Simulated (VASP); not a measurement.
# Mg3Sb2: relaxation of shape and atoms at fixed volume with PBE

The system is Mg3Sb2.

```
Mg Sb
1.0
     4.56968    0.00000    0.00000
    -2.28484    3.95746    0.00000
     0.00000    0.00000    7.21110
Mg Sb
3 2
Direct
  0.33333 0.66667 0.63246
  0.66667 0.33333 0.36754
  0.00000 0.00000 0.00000
  0.33333 0.66667 0.22557
  0.66667 0.33333 0.77443
```

The cell isn't the ideal one: a relaxed cell with its volume scaled by 0.98.

| Item | Value |
| --- | --- |
| Program | VASP 6.6.1 |
| Task | relaxation of shape and atoms at fixed volume |
| Functional | PBE |
| Potentials or basis | VASP PAW PBE potentials, release 64 (Mg, Sb) |
| Cutoff | 300 eV |
| k mesh | 5 × 5 × 3 |
| Occupations | gaussian, width 0.03 eV |
| Spin | no spin polarisation |
| Further INCAR settings | ALGO = Fast; EDIFF = 1e-07; IBRION = 2; EDIFFG = -0.01; NSW = 40; ISIF = 4 |

| Item | Value |
| --- | --- |
| Energy gained by relaxing | 0.1 meV/atom |
| Ionic steps | 3 |
| Pressure after relaxing | 0.9 GPa |
| Largest force after relaxing | 0.007 eV/Å |
| Band gap on the k mesh | 0.07 eV, indirect (least direct gap 1.08 eV) |

Forces in eV/Å, atoms in the order of the input:
```
Mg   0.000  0.000 -0.005
Mg   0.000  0.000  0.005
Mg   0.000  0.000  0.000
Sb   0.000  0.000  0.007
Sb   0.000  0.000 -0.007
```

The path:
```
step  energy change (eV)  largest force (eV/Å)  pressure (GPa)
   1              0.0000                0.0463            0.95
   2             -0.0002                0.0327            0.94
   3             -0.0004                0.0074            0.90
```

Final structure:
```
Mg Sb
1.0
     4.57098    0.00000    0.00000
    -2.28549    3.95859    0.00000
     0.00000    0.00000    7.20698
Mg Sb
3 2
Cartesian
  0.0000 2.6391 4.5578
  2.2855 1.3195 2.6492
  0.0000 0.0000 7.2070
  0.0000 2.6391 1.6167
  2.2855 1.3195 5.5903
```

Levels at points of the mesh, in eV from the valence-band top:
```tsv
k point	band 6	band 7	band 8	band 9	band 10	band 11
(0.00, 0.00, 0.00)	-0.43	-0.43	0.00	1.08	1.16	2.99
```

Wall time 29 s on 1 thread of Intel(R) Xeon(R) Platinum 8488C (Sapphire Rapids) (shared host), peak memory 0.17 GiB.

Caveat: spin-orbit coupling is left out, which moves the levels of the heavy elements; an odd mesh through Γ misses points on the zone boundary, where band edges often lie.
